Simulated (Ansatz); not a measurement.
**SiC (F-43m): phonons**

Method: PBEsol, PAW on Ansatz 0.2.0's default frozen-core files (fitted under PBE), scalar-relativistic.

Cell and atoms were relaxed beforehand by PAW with this functional.

Command line:

```sh
ansatz run input.yaml --threads 2 --pin off --max-ram 5120MiB --backend cpu --events-out ev --progress --plain --runs-dir out
```

input.yaml:

```yaml
crystal:
  lattice:
    - [0.0, 2.1784150631, 2.1784150631]
    - [2.1784150631, 0.0, 2.1784150631]
    - [2.1784150631, 2.1784150631, 0.0]
  atoms:
    - { symbol: Si, position: [0.0, 0.0, 0.0] }
    - { symbol: C, position: [0.75, 0.75, 0.75] }
kpoints:
  mp_grid: { grid: [10, 10, 10] }
scf:
  occupations: { method: fixed }
hamiltonian:
  xc: pbesol
  pseudopotentials: { kind: paw }
phonons:
  method: dfpt
  dielectric: true
  rigid_motions: translations
```

Output (shortened where marked):

```
Warning: RAYON_NUM_THREADS=2 ignored (pool sized by the plan → 2); use --threads N
Engine: ansatz 0.2.0, x86_64-unknown-linux-gnu
Pseudopotentials: kind: paw
Pseudopotential: Si, paw, valence charge 4, recommended cutoff 420 eV (normal), Si.paw.azcp
Pseudopotential: C, paw, valence charge 4, recommended cutoff 420 eV (normal), C.paw.azcp
Functional definition: PBEsol
  exchange = pbesol_x
  correlation = pbesol_c
Crystal: 2 atoms, lattice volume = 20.675 Å³
Basis set: ecut = 420 eV, 411 PW (Γ), exchange–correlation on 48×48×48 points (8 copies of the dense FFT grid, shifted against one another)
Bands: 8, of which v1, the nominal top of the filled ones, is band 4 counted from 1 (3 counted from 0)
Symmetry: 24 space group operations
k-points: 171 of 1000 (irreducible under 4 space group operations, time reversal used)
Non-local potential: Si, projectors of the file, l = 0: 2, l = 1: 2, l = 2: 2
Non-local potential: C, projectors of the file, l = 0: 2, l = 1: 2, l = 2: 1
PAW form: soft (Blöchl's): semilocal exchange-correlation on the pseudo side does not see the compensation charge
PAW frozen core: Si, regenerated for the run's functional, and the local potential with it (the file was generated under x = pbe(κ = 0.804, μ = 0.2195149727645171), c = pbe(β = 0.06672455060314922))
PAW frozen core: C, regenerated for the run's functional, and the local potential with it (the file was generated under x = pbe(κ = 0.804, μ = 0.2195149727645171), c = pbe(β = 0.06672455060314922))
PAW one-centre angular grid: Si, 110 points (default); XC on 64 Gauss nodes
PAW one-centre angular grid: C, 110 points (default); XC on 64 Gauss nodes
Initial density: superposition of atomic densities (neutral atoms: chi_scale 0, normalization atom), corrected by the library's trained network
Initial wavefunctions: pseudopotential atomic-orbital guess
Functional: x = pbesol(κ = 0.804, μ = 0.12345679012345678), c = pbesol(β = 0.046)
[... 30 lines left out ...]
Fermi energy:    9.428444 eV
--- Per-component energies (eV) ---
  E_band       = 28.136263
  E_kinetic    = 135.294197
  E_local      = -103.742927  (includes V_loc(G=0)·N_el)
  E_nonlocal   = 51.990927
  E_hartree    = 31.527664
  E_xc         = -104.623358
  E_vxc        = -109.152407  (∫ρ·V_xc dr)
  E_paw        = -594.344989  (= ΣΔE_a)
  E_vpaw       = -9.308869  (= ΣTr[D̂ρ^β])
  E_aug_tail   = 0.000011  (compensation charges beyond the density's cutoff)
  E_ewald      = -284.860249
  E_core_change = 0.052661  (= ΣΔE_core)
  E_smearing   = -0.000000  (= −TS)
  E_closure    = 0.000000  (closes the sum)
  Σ components = -868.706063   (vs F -868.706063, Δ=0.00e0)
  k mesh reduced under 4 symmetry operations, with k and −k counted as one. Each operation leaves every solved perturbation unchanged. A smaller set is not considered because the run solves the response to a homogeneous field
  ASR residual: 2.206e-5 → 0.000e0 eV/Å²; symmetrization residual: 2.367e-7 eV/Å²
  ASR residual per site (eV/Å²): 2.72e-6 2.21e-5
  Γ frequencies (cm⁻¹): 0.00 0.00 0.00 786.54 786.54 786.54
  ε∞ (high-frequency dielectric tensor):
        7.056740     0.000000     0.000000
        0.000000     7.056740     0.000000
        0.000000     0.000000     7.056740
  ε⁰ (static dielectric tensor: ions relaxed, cell fixed):
       10.436418     0.000000     0.000000
        0.000000    10.436418     0.000000
        0.000000     0.000000    10.436418
  ε⁰ − ε∞ (ionic part):
        3.379678     0.000000     0.000000
        0.000000     3.379678     0.000000
        0.000000     0.000000     3.379678
  softest optical mode at Γ: 786.54 cm⁻¹; the repairs (sum rule, projections) moved no ω² at Γ by more than (0.73 cm⁻¹)²
  Born effective charges Z* (e; rows j = field, columns β = displacement):
    site 0:
         2.71862   -0.00000    0.00000
         0.00000    2.71862    0.00000
         0.00000    0.00000    2.71862
    site 1:
        -2.71862    0.00000   -0.00000
        -0.00000   -2.71862   -0.00000
        -0.00000   -0.00000   -2.71862
  Z* charge neutrality: 1.024e-3 e pre-enforcement
  solved inside a basis spanned on kpoints, on 10×10×10 k-points, its susceptibility summed on 14×14×14: ε∞ is read to err by 2.0e-2, Z* by 9.6e-3 e (field_mesh: kpoints solves on kpoints); Z* is corrected for what the basis lacks
  optical modes at Γ without the LO–TO term, one row a degenerate level:
      ω (cm⁻¹)  modes    IR ((D/Å)²/amu)
        786.54      3            60.8034
  optical modes at Γ + LO–TO along q̂ = [1.0000, 0.0000, 0.0000]:
      ω (cm⁻¹)  modes    IR ((D/Å)²/amu)
        786.54      2            40.5356
        956.52      1            20.2678
  optical modes at Γ + LO–TO along q̂ = [0.0000, 1.0000, 0.0000]:
      ω (cm⁻¹)  modes    IR ((D/Å)²/amu)
        786.54      2            40.5356
        956.52      1            20.2678
  optical modes at Γ + LO–TO along q̂ = [0.0000, 0.0000, 1.0000]:
      ω (cm⁻¹)  modes    IR ((D/Å)²/amu)
        786.54      2            40.5356
        956.52      1            20.2678
```

Self-consistency was reached.

### Field response

Linear response of an insulating crystal by Kohn-Sham DFT to a field and to zone-centre displacements, local fields included; Born charges neutralised; LO modes for wave vectors along x and z; Cartesian axes as in the input.

```json
{
 "Dielectric electronic (x, y, z)": "7.057, 7.057, 7.057",
 "Dielectric static (x, y, z)": "10.44, 10.44, 10.44",
 "Highest phonon with field along x": "956.5 cm⁻¹",
 "Highest phonon with field along z": "956.5 cm⁻¹",
 "Highest phonon without field": "786.5 cm⁻¹"
}
```

| atom | born charge xx (e) | born charge yy (e) | born charge zz (e) |
| --- | --- | --- | --- |
| Si1 | 2.719 | 2.719 | 2.719 |
| C2 | -2.719 | -2.719 | -2.719 |

**Zone-centre phonons**

Harmonic phonons of a crystal by Kohn-Sham DFT at the given cell, standard atomic masses, acoustic sum rule imposed; negative wavenumbers are unstable modes; optical zone-centre levels upwards with Mulliken labels, activity, and the element with most of the kinetic energy.

- Point group: -43m

```csv
number,phonon wavenumber (cm⁻¹),label,infrared,raman,lead element
1,786.5,T2,yes,yes,C
```

Caveats: frozen-core PAW files fitted under PBE, their cores solved anew for the functional of the run; zone-boundary modes aren't tested; no LO-TO term at the zone centre.

Time and hardware: 4.5 s on 2 threads of AMD EPYC 9R45 96-Core Processor (Zen 5), with other jobs on the host, peak memory 0.5 GiB.
